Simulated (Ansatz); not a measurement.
Molecular dynamics on a 2×2×2 supercell (16 atoms) of SrO (zincblende), relaxed with r2SCAN. Forces come from PBE in the PAW code Ansatz: a Nosé-Hoover thermostat at fixed volume, 100 K, steps of 3 fs. Classical nuclei, no spin polarisation; a few dozen steps show the first response, not equilibrium. The structure comes from a prototype and may be hypothetical.

```yaml
crystal:
  lattice:
    - [0.0, 5.5845610339, 5.5845610339]
    - [5.5845610339, 0.0, 5.5845610339]
    - [5.5845610339, 5.5845610339, 0.0]
  atoms:
    - { symbol: Sr, position: [0.0, 0.0, 0.0] }
    - { symbol: O, position: [0.125, 0.125, 0.125] }
    - { symbol: Sr, position: [0.0, 0.0, 0.5] }
    - { symbol: O, position: [0.125, 0.125, 0.625] }
    - { symbol: Sr, position: [0.0, 0.5, 0.0] }
    - { symbol: O, position: [0.125, 0.625, 0.125] }
    - { symbol: Sr, position: [0.0, 0.5, 0.5] }
    - { symbol: O, position: [0.125, 0.625, 0.625] }
    - { symbol: Sr, position: [0.5, 0.0, 0.0] }
    - { symbol: O, position: [0.625, 0.125, 0.125] }
    - { symbol: Sr, position: [0.5, 0.0, 0.5] }
    - { symbol: O, position: [0.625, 0.125, 0.625] }
    - { symbol: Sr, position: [0.5, 0.5, 0.0] }
    - { symbol: O, position: [0.625, 0.625, 0.125] }
    - { symbol: Sr, position: [0.5, 0.5, 0.5] }
    - { symbol: O, position: [0.625, 0.625, 0.625] }
kpoints:
  mp_grid: { grid: [2, 2, 2] }
hamiltonian:
  xc: pbe
scf:
  occupations: { method: fermi_dirac, width: 0.02 }
md:
  ensemble: nvt_nose_hoover
  temperature: 100
  timestep: 3.0
  n_steps: 40
  initial_velocities: maxwell_boltzmann
  seed: 243
```

Run as `ansatz run input.yaml --threads 4 --pin off --max-ram 3686MiB --backend cpu --events-out ev --progress --plain --runs-dir out`. Wall time 2.8 min on 4 threads of Arm Neoverse N1, with other jobs on the host, load about 0.8 per core; peak host memory 1 GiB.

```
step  t (fs)  T (K)  free energy F from step 0 (meV/atom)  kinetic energy (meV/atom)  largest force (eV/Å)
   0       0    100                                   0.0                       12.1                  0.00
   1       3     98                                   0.3                       11.9                  0.11
   2       6     92                                   1.0                       11.1                  0.23
   3       9     83                                   2.1                       10.0                  0.34
   4      12     71                                   3.5                        8.6                  0.44
   5      15     59                                   5.0                        7.2                  0.53
   6      18     48                                   6.3                        5.8                  0.60
   7      21     39                                   7.5                        4.8                  0.64
   8      24     33                                   8.2                        4.0                  0.65
   9      27     31                                   8.5                        3.7                  0.64
  10      30     31                                   8.5                        3.8                  0.59
  11      33     35                                   8.0                        4.2                  0.54
  12      36     41                                   7.4                        4.9                  0.54
  13      39     47                                   6.7                        5.7                  0.54
  14      42     53                                   6.0                        6.4                  0.53
  15      45     58                                   5.5                        7.1                  0.51
  16      48     62                                   5.1                        7.5                  0.48
  17      51     64                                   5.0                        7.7                  0.44
  18      54     64                                   5.1                        7.7                  0.43
  19      57     62                                   5.4                        7.5                  0.44
  20      60     59                                   5.9                        7.1                  0.45
  21      63     55                                   6.5                        6.7                  0.46
  22      66     51                                   7.1                        6.2                  0.47
  23      69     47                                   7.7                        5.7                  0.49
  24      72     44                                   8.2                        5.3                  0.52
  25      75     41                                   8.7                        4.9                  0.54
  26      78     39                                   9.0                        4.7                  0.56
  27      81     38                                   9.2                        4.6                  0.57
  28      84     38                                   9.3                        4.6                  0.57
  29      87     39                                   9.3                        4.7                  0.59
  30      90     41                                   9.2                        4.9                  0.66
  31      93     44                                   8.9                        5.3                  0.71
  32      96     49                                   8.5                        5.9                  0.75
  33      99     54                                   7.9                        6.6                  0.77
  34     102     61                                   7.3                        7.4                  0.78
  35     105     67                                   6.7                        8.1                  0.77
  36     108     73                                   6.2                        8.8                  0.75
  37     111     76                                   5.9                        9.2                  0.72
  38     114     77                                   5.9                        9.4                  0.69
  39     117     76                                   6.3                        9.2                  0.65
  40     120     71                                   7.1                        8.6                  0.61
```

The temperature starts at 100 K, is lowest at step 9 (31 K, 27 fs) and ends at 71 K. The thermostat hasn't had time to restore it. The atoms start on their lattice sites with kinetic energy alone, so much of it first passes into potential energy. By the last step the atoms have moved 0.08 Å in the root mean square, the drift of the whole cell taken out, 0.13 Å at most.

Positions (Å) and forces (eV/Å) at step 40:
```
Sr   0.002   0.009   0.059    -0.237   0.250  -0.111
O    1.386   1.402   1.478     0.052  -0.008  -0.120
Sr   2.797   2.752   0.046    -0.072   0.251  -0.088
O    4.229   4.162   1.434    -0.020  -0.198  -0.057
Sr   2.766   0.010   2.849     0.377  -0.113  -0.115
O    4.213   1.444   4.202    -0.156  -0.166   0.081
Sr   5.626   2.710   2.778     0.210   0.201  -0.035
O    6.985   4.180   4.192     0.027  -0.307   0.013
Sr   0.002   2.836   2.791    -0.514  -0.021  -0.036
O    1.330   4.285   4.149     0.081  -0.120   0.086
Sr   2.817   5.543   2.783    -0.011   0.551  -0.212
O    4.163   7.006   4.214     0.079  -0.074  -0.213
Sr   2.745   2.885   5.505     0.330  -0.369   0.358
O    4.175   4.215   6.946    -0.121   0.046   0.104
Sr   5.577   5.568   5.528     0.100   0.106   0.263
O    7.054   6.961   6.892    -0.127  -0.029   0.080
```
